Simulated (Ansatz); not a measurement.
Input, command and steps of an Ansatz relaxation.

```yaml
crystal:
  lattice:
    - [1.9926607506, -1.9989523741, 0.0]
    - [1.9926607506, 1.9989523741, 0.0]
    - [0.0, 0.0, 5.0327094145]
  atoms:
    - { symbol: Cu, position: [0.0, 0.5, 0.0] }
    - { symbol: Cu, position: [0.5, 0.0, 0.5] }
    - { symbol: O, position: [0.5, 0.5, 0.25] }
    - { symbol: O, position: [0.5, 0.5, 0.75] }
basis:
  ecutwfc: 420
kpoints:
  mp_grid: { grid: [14, 14, 8] }
hamiltonian:
  xc: pbesol
scf:
  occupations: { method: gaussian, width: 0.1 }
output:
  forces: true
  stress: true
  eigenvalues: true
relax:
  adjacent_minimum: "off"
  f_tol: 0.01
  max_steps: 30
  cell: { stress_tol: 0.1, fix: [volume] }
```

```bash
ansatz run input.yaml --threads 1 --pin off --max-ram 2560MiB --backend cpu --events-out ev --progress --plain --runs-dir out
```

All numbers below come from Ansatz, DFT PBEsol, scalar-relativistic, plane waves, PAW.

The volume is held at 0.94 times that of the relaxed cell.

Of 4 frames 3 are shown, positions in Å and forces in eV/Å; the SCF threshold varies from step to step. Steps run on the plane waves of an earlier cell, with a Pulay correction in the pressure. The basis is chosen afresh for the last frame, the zero of the energies, and at times for earlier ones too; energy and pressure step there, also at an unchanged geometry.

```xyz
4
Lattice="1.9927 -1.9990 0.0000 1.9927 1.9990 0.0000 0.0000 0.0000 5.0327" Properties=species:S:1:pos:R:3:forces:R:3 pbc="T T T" step=1 free_energy_over_end_meV_per_atom=0.94 pressure_GPa=11.65
Cu    0.9963    0.9995    0.0000    0.0000    0.0000    0.0000
Cu    0.9963   -0.9995    2.5164    0.0000    0.0000    0.0000
O     1.9927    0.0000    1.2582    0.0000    0.0000    0.0000
O     1.9927    0.0000    3.7745    0.0000    0.0000    0.0000
4
Lattice="1.9880 -1.9943 0.0000 1.9880 1.9943 0.0000 0.0000 0.0000 5.0564" Properties=species:S:1:pos:R:3:forces:R:3 pbc="T T T" step=2 free_energy_over_end_meV_per_atom=0.32 pressure_GPa=11.24
Cu    0.9940    0.9971    0.0000    0.0000    0.0000    0.0000
Cu    0.9940   -0.9971    2.5282    0.0000    0.0000    0.0000
O     1.9880    0.0000    1.2641    0.0000    0.0000    0.0000
O     1.9880    0.0000    3.7923    0.0000    0.0000    0.0000
4
Lattice="1.9820 -1.9886 0.0000 1.9820 1.9886 0.0000 0.0000 0.0000 5.0861" Properties=species:S:1:pos:R:3:forces:R:3 pbc="T T T" step=4 free_energy_over_end_meV_per_atom=0.00 pressure_GPa=10.73
Cu    0.9910    0.9943    0.0000    0.0000    0.0000    0.0000
Cu    0.9910   -0.9943    2.5430    0.0000    0.0000    0.0000
O     1.9820    0.0000    1.2715    0.0000    0.0000    0.0000
O     1.9820    0.0000    3.8146    0.0000    0.0000    0.0000
```

Time: 59 s on 1 thread of Intel(R) Xeon(R) Platinum 8488C (Sapphire Rapids), on a shared host, peak memory 0.58 GiB.

Spin polarisation was left out, and a magnetic state may lie lower.